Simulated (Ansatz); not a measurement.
# TiO2 (C2/m) in Ansatz: further runs

The runs below take TiO2 through single point, equation of state, band structure, with PBE, r2SCAN+U.

Everything below comes from runs of Ansatz 0.2.0. Logs are shortened: lines on timing, memory, paths and dates and some standing lists are left out, and cuts for length are marked.

## (1) Starting point

Symmetry: C2/m, No. 12, monoclinic system. The conventional cell has a = 12.307 Å, b = 3.767 Å, c = 6.616 Å, α = 90.00°, β = 106.95°, γ = 90.00°. Ti (site symmetry m) has 4 O at 1.86 to 1.94 Å as nearest neighbours. Ti (site symmetry m) has 5 O at 1.78 to 2.03 Å as nearest neighbours. Around O (site symmetry m) lie 3 Ti at 1.94 to 2.03 Å. O (site symmetry m) has 3 Ti at 1.96 to 2.16 Å as nearest neighbours. O (site symmetry m) is surrounded by 2 Ti at 1.78 to 1.87 Å. O (site symmetry m) has 2 Ti at 1.86 to 1.93 Å as nearest neighbours.

The cell comes from a database or a generator and needn't be the stable form of this composition.

## (2) Single point, PBE, 11.49 Å³/atom (volume scaled by 0.94)

File input.yaml:

```yaml
crystal:
  lattice:
    - [6.0279587373, -1.8450195788, 0.0]
    - [6.0279587373, 1.8450195788, 0.0]
    - [-1.8889614683, 0.0, 6.1997680296]
  atoms:
    - { symbol: Ti, position: [0.900071, 0.900071, 0.289602] }
    - { symbol: Ti, position: [0.195286, 0.195286, 0.283762] }
    - { symbol: Ti, position: [0.099929, 0.099929, 0.710398] }
    - { symbol: Ti, position: [0.804714, 0.804714, 0.716238] }
    - { symbol: O, position: [0.361931, 0.361931, 0.293397] }
    - { symbol: O, position: [0.2634885, 0.2634885, 0.6525] }
    - { symbol: O, position: [0.8671885, 0.8671885, 0.995291] }
    - { symbol: O, position: [0.7365115, 0.7365115, 0.3475] }
    - { symbol: O, position: [0.9416475, 0.9416475, 0.630021] }
    - { symbol: O, position: [0.1328115, 0.1328115, 0.004709] }
    - { symbol: O, position: [0.638069, 0.638069, 0.706603] }
    - { symbol: O, position: [0.0583525, 0.0583525, 0.369979] }
hamiltonian:
  xc: pbe
  pseudopotentials: { kind: paw, core: large }
kpoints:
  mp_grid: { grid: [8, 8, 4] }
scf:
  occupations: { method: fermi_dirac, width: 0.05 }
output:
  forces: true
  stress: true
  eigenvalues: true
  write_density: true
  write_potential: true
  elf: true
  volumetric_format: npy
```

Potentials or basis: Ansatz PAW.

The run is started by

```
$ ansatz run input.yaml --threads 2 --pin off --max-ram 5120MiB --backend cpu --events-out ev --progress --plain --runs-dir out
```

Log:

```text
Warning: of Ti the run reads no dataset of the core that `hamiltonian.pseudopotentials.core` asks for: this build lists none beside the file that it uses, or the input names that file
Warning: RAYON_NUM_THREADS=2 ignored (pool sized by the plan → 2); use --threads N
Engine: ansatz 0.2.0, aarch64-unknown-linux-gnu
Pseudopotentials: kind: paw
Pseudopotential: Ti, paw, valence charge 12, recommended cutoff 420 eV (normal), Ti.paw.azcp
Pseudopotential: O, paw, valence charge 6, recommended cutoff 420 eV (normal), O.paw.azcp
Functional definition: PBE
  parameter kappa = 0.804
  parameter beta = 0.06672455060314922
  exchange = pbe_x(kappa = kappa, mu = beta*pi^2/3)
  correlation = pbe_c(beta = beta)
Crystal: 12 atoms, lattice volume = 137.904 Å³
Basis set: ecut = 420 eV, 2703 PW (Γ), exchange–correlation on 90×90×90 points (8 copies of the dense FFT grid, shifted against one another)
Bands: 60, of which v1, the nominal top of the filled ones, is band 48 counted from 1 (47 counted from 0)
Symmetry: 4 space group operations
Space group: C2/m (ITA 12), of the structure as read, at distance tolerance 5.2e-5 Å
k-points: 78 of 256
Non-local potential: Ti, projectors of the file, l = 0: 3, l = 1: 2, l = 2: 3, l = 3: 1
Non-local potential: O, projectors of the file, l = 0: 2, l = 1: 2, l = 2: 1
PAW form: soft (Blöchl's): semilocal exchange-correlation on the pseudo side does not see the compensation charge
PAW one-centre angular grid: Ti, 590 points (default); XC on 64 Gauss nodes
PAW one-centre angular grid: O, 110 points (default); XC on 64 Gauss nodes
Initial density: superposition of atomic densities (neutral atoms: chi_scale 0, normalization atom), corrected by the library's trained network
Initial wavefunctions: pseudopotential atomic-orbital guess
Functional: x = pbe(κ = 0.804, μ = 0.2195149727645171), c = pbe(β = 0.06672455060314922)
SCF iter   1: F=—  HF=-14554.781719 eV  |F-HF|=—  |Δ(HF+E_count)|=         —  Δρ=4.52e-3  dr2=2.00e-2  ethr=1.77e-3  ⟨swp⟩=5.0  Hψ=17923  notcnv=0  defer=6
preconditioner: auto → Resta (q_TF=auto, 2.568 Å⁻¹)  ε∞=7.4  [insulator: Δε(μ)=2.925 eV  Ē_g=10.034 eV  σ=0.050 eV  W_gap=1.00  n_scr=40 (ndim 8)  ℏωp=25.3 eV  f_vac=0.120  D(μ)=0.00/eV (n_scr^D=0)  ε∞_Penn≈7.4]
SCF iter   2: F=—  HF=-14554.781212 eV  |F-HF|=—  |Δ(HF+E_count)|=   5.08e-4  Δρ=2.45e-3  dr2=4.79e-3  ethr=2.08e-5  ⟨swp⟩=2.3  Hψ=7981  notcnv=0  defer=400
SCF iter   3: F=—  HF=-14554.781305 eV  |F-HF|=—  |Δ(HF+E_count)|=   9.34e-5  Δρ=1.26e-3  dr2=1.84e-3  ethr=4.99e-6  ⟨swp⟩=2.0  Hψ=6365  notcnv=0  defer=400
SCF iter   4: F=—  HF=-14554.781443 eV  |F-HF|=—  |Δ(HF+E_count)|=   1.38e-4  Δρ=2.72e-4  dr2=1.35e-4  ethr=1.92e-6  ⟨swp⟩=2.0  Hψ=6114  notcnv=0  defer=400
SCF iter   5: F=—  HF=-14554.781484 eV  |F-HF|=—  |Δ(HF+E_count)|=   4.08e-5  Δρ=1.71e-4  dr2=5.86e-5  ethr=1.40e-7  ⟨swp⟩=2.0  Hψ=6153  notcnv=0  defer=400
SCF iter   6: F=—  HF=-14554.781770 eV  |F-HF|=—  |Δ(HF+E_count)|=   2.86e-4  Δρ=6.39e-5  dr2=9.16e-6  ethr=6.10e-8  ⟨swp⟩=2.0  Hψ=6140  notcnv=0  defer=400
SCF iter   7: F=—  HF=-14554.781777 eV  |F-HF|=—  |Δ(HF+E_count)|=   7.35e-6  Δρ=4.49e-5  dr2=2.76e-6  ethr=9.54e-9  ⟨swp⟩=2.0  Hψ=6181  notcnv=0  defer=400
SCF iter   8: F=—  HF=-14554.781779 eV  |F-HF|=—  |Δ(HF+E_count)|=   1.56e-6  Δρ=2.22e-5  dr2=7.81e-7  ethr=2.88e-9  ⟨swp⟩=2.0  Hψ=6635  notcnv=0  defer=400
SCF iter   9: F=-14554.781779 eV  HF=-14554.781779 eV  |F-HF|=5.07e-8  |Δ(HF+E_count)|=   1.19e-7  Δρ=6.02e-6  dr2=7.34e-8  ethr=1.04e-10  ⟨swp⟩=11.9  Hψ=34025  notcnv=0
SCF 1 converged in 9 iterations: F = -14554.781779 eV  dr2 = 7.34e-8
SCF converged after 9 iterations
Free energy (F): -14554.781779 eV
Harris-Foulkes:  -14554.781779 eV  (|F-HF|=5.07e-8)
Internal energy: -14554.781779 eV  (E = F + TS)
E sigma→0 (E₀):  -14554.781779 eV
Fermi energy:    8.439306 eV
--- Per-component energies (eV) ---
  E_band       = -923.674195
  E_kinetic    = 2506.893547
  E_local      = -7807.195696  (includes V_loc(G=0)·N_el)
  E_nonlocal   = 395.547006
  E_hartree    = 3094.140439
  E_xc         = -987.512769
  E_vxc        = -1250.718363  (∫ρ·V_xc dr)
  E_paw        = -5447.476466  (= ΣΔE_a)
  E_vpaw       = -956.496042  (= ΣTr[D̂ρ^β])
  E_aug_tail   = 0.020272  (compensation charges beyond the density's cutoff)
  E_ewald      = -6309.198113
  E_smearing   = -0.000000  (= −TS)
  E_closure    = -0.000000  (closes the sum)
  Σ components = -14554.781779   (vs F -14554.781779, Δ=0.00e0)
--- Forces (eV/Å), atoms counted from 1 ---
  atom   1  Ti    -0.15718663     0.00000000     0.11446937
  atom   2  Ti    -0.03713811     0.00000000     0.27169902
  atom   3  Ti     0.15718663    -0.00000000    -0.11446937
  atom   4  Ti     0.03713811    -0.00000000    -0.27169902
  atom   5  O      0.21591793     0.00000000     0.00556931
  atom   6  O      0.17136775    -0.00000000    -0.03284742
  atom   7  O      0.18577725     0.00000000     0.21636400
  atom   8  O     -0.17136775     0.00000000     0.03284742
  atom   9  O     -0.15515268     0.00000000    -0.00054663
  atom  10  O     -0.18577725    -0.00000000    -0.21636400
  atom  11  O     -0.21591793    -0.00000000    -0.00556931
  atom  12  O      0.15515268    -0.00000000     0.00054663
  max |Σ_I F_I| component: 5.55e-17 eV/Å
--- Stress (GPa, compression-positive) ---
       12.202832       0.000000       0.240711
        0.000000      11.838584       0.000000
        0.240711       0.000000      12.909292
  P = ⅓ Tr σ = 12.3169 GPa (123.169 kbar)
--- Band table (eV; the first three rows and the last of 78) ---
  k-point 0: bands = ["-48.9271", "-48.9108", "-48.8264", "-48.8181", "-25.4377", "-25.3766", "-25.3548", "-25.2489", "-25.1809", "-25.1779", "-25.1775", "-25.1417", "-25.0783", "-25.0764", "-25.0594", "-25.0592", "-10.6918", "-9.9315", "-9.5127", "-9.3591", "-9.2648", "-9.1590", "-8.8707", "-8.7676", "2.5940", "2.6246", "2.9237", "2.9297", "3.3365", "3.6352", "3.6439", "3.7365", "3.9925", "4.3489", "4.8493", "4.9193", "4.9941", "5.5052", "5.5299", "5.5366", "5.6029", "5.6918", "5.9843", "6.1074", "6.1356", "6.1807", "6.5781", "6.7158", "9.8729", "10.2578", "10.5101", "10.5305", "10.5580", "11.0795", "11.6258", "11.7984", "11.9396", "12.0258", "12.1707", "12.4313"]
  k-point 1: bands = ["-48.9266", "-48.9111", "-48.8268", "-48.8178", "-25.4334", "-25.3776", "-25.3362", "-25.2490", "-25.1807", "-25.1775", "-25.1766", "-25.1653", "-25.0802", "-25.0790", "-25.0579", "-25.0569", "-10.6381", "-9.9515", "-9.5630", "-9.3674", "-9.2323", "-9.1553", "-8.8989", "-8.7570", "2.5598", "2.6416", "2.8206", "2.9151", "3.4676", "3.6339", "3.6372", "3.9339", "4.0516", "4.0929", "4.8850", "5.0774", "5.1545", "5.2976", "5.3900", "5.5602", "5.7276", "5.7786", "5.8984", "6.0080", "6.1716", "6.2865", "6.5123", "6.5566", "9.9253", "10.3051", "10.4786", "10.5272", "10.6197", "11.0122", "11.5001", "11.7891", "11.8390", "12.0382", "12.3274", "12.4177"]
  k-point 2: bands = ["-48.9262", "-48.9114", "-48.8272", "-48.8175", "-25.4343", "-25.3777", "-25.2853", "-25.2435", "-25.2427", "-25.1805", "-25.1771", "-25.1556", "-25.0818", "-25.0812", "-25.0568", "-25.0548", "-10.5778", "-9.9775", "-9.6020", "-9.3793", "-9.2118", "-9.1507", "-8.9240", "-8.7467", "2.5182", "2.6113", "2.8003", "2.9070", "3.5410", "3.6328", "3.6797", "3.8685", "4.3090", "4.3168", "4.5899", "4.9200", "5.1503", "5.2845", "5.3407", "5.6062", "5.6786", "5.9009", "5.9469", "6.1715", "6.1929", "6.2877", "6.3183", "6.4821", "9.9994", "10.2833", "10.4723", "10.5991", "10.5996", "10.9079", "11.5737", "11.6100", "11.8247", "12.0329", "12.2345", "12.3945"]
  k-point 77: bands = ["-48.9245", "-48.9119", "-48.8276", "-48.8183", "-25.3919", "-25.3257", "-25.2772", "-25.2519", "-25.2080", "-25.1977", "-25.1884", "-25.1729", "-25.1267", "-25.1023", "-25.0815", "-25.0533", "-10.3593", "-10.0325", "-9.4898", "-9.4730", "-9.3910", "-9.1514", "-8.8541", "-8.8441", "2.7093", "2.7745", "2.9536", "3.0058", "3.1234", "3.3999", "3.4595", "4.1264", "4.2815", "4.3293", "4.8786", "4.8875", "5.1061", "5.1481", "5.4242", "5.6720", "5.6888", "5.6907", "5.7696", "5.7876", "6.0283", "6.5602", "6.6746", "6.7197", "10.1521", "10.2765", "10.4284", "10.6020", "10.6377", "10.7487", "11.5530", "11.7625", "11.8562", "11.8738", "12.3812", "12.5079"]
```

Run time: 21 s. Hardware: 2 threads of Arm Neoverse V2, shared host; peak memory 0.74 GiB.

Results:

```yaml
Free_energy: -14554.7818 eV
Pressure: 12.3 GPa
Largest_force: 0.285 eV/Å
Band_gap_on_the_k_mesh: 2.97 eV, indirect (least direct gap 3.15 eV)
```

Caveat: the pressure holds a Pulay correction of +0.7 GPa for the finite cutoff.

(Continued in part 2 of 2.)
